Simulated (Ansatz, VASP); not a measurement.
**One calculation of Os, two programs**

File INCAR:

```
ALGO = Normal
EDIFF = 1E-7
ENCUT = 520
GGA = PS
ISIF = 2
ISMEAR = 0
LASPH = T
LCHARG = F
LREAL = F
LWAVE = F
NBANDS = 10
NELM = 100
PREC = Accurate
SIGMA = 0.15
```

Contents of KPOINTS:

```
k-points
0
Gamma
  20 20 20
```

File POSCAR:

```
Os
1.0
    0.0000000000      1.9450000000      1.8477500000
    1.9450000000      0.0000000000      1.8477500000
    1.9450000000      1.9450000000      0.0000000000
Os
1
Direct
    0.0000000000      0.0000000000      0.0000000000
```

Input for Ansatz:

```yaml
crystal:
  lattice:
    - [0.0, 1.945, 1.84775]
    - [1.945, 0.0, 1.84775]
    - [1.945, 1.945, 0.0]
  atoms:
    - { symbol: Os, position: [0.0, 0.0, 0.0] }
basis:
  ecutwfc: 420
kpoints:
  mp_grid: { grid: [20, 20, 20] }
hamiltonian:
  xc: pbesol
scf:
  occupations: { method: gaussian, width: 0.15 }
output:
  forces: true
  stress: true
  eigenvalues: true
```

Change from the starting cell: strain +0.000 along x and y, -0.050 along z, atoms carried along.

Alike in both runs: task single point; functional PBEsol; k mesh 20 × 20 × 20; occupations gaussian, width 0.15 eV; no spin polarisation.

|  | VASP | Ansatz |
| --- | --- | --- |
| version | VASP 6.6.1 | Ansatz 0.2.0 |
| potentials or method | VASP PAW PBE potentials, release 64 (Os) | scalar-relativistic, plane waves, PAW |
| plane-wave cutoff (eV) | 520 | 420 |
| valence electrons in the cell | 8 | 16 |

VASP gave:

| Property | Result |
| --- | --- |
| gap on the k mesh at the Fermi level (eV) | none |
| pressure (GPa) | -0.1 |
| largest component of the traceless stress (GPa) | 12.63 |

Task: What did Ansatz give for the same quantities?

Result: gap on the k mesh at the Fermi level (eV): none; pressure (GPa): -0.6; largest component of the traceless stress (GPa): 12.67.

A gap of «none» marks a metal or a gap that the smearing closes. The two sets of potentials don't hold the same shells in valence.

Caveats: the PAW data sets were made with another functional, which shifts forces and pressure a little (VASP). The runs have no spin-orbit coupling, so splittings on Os are missing.
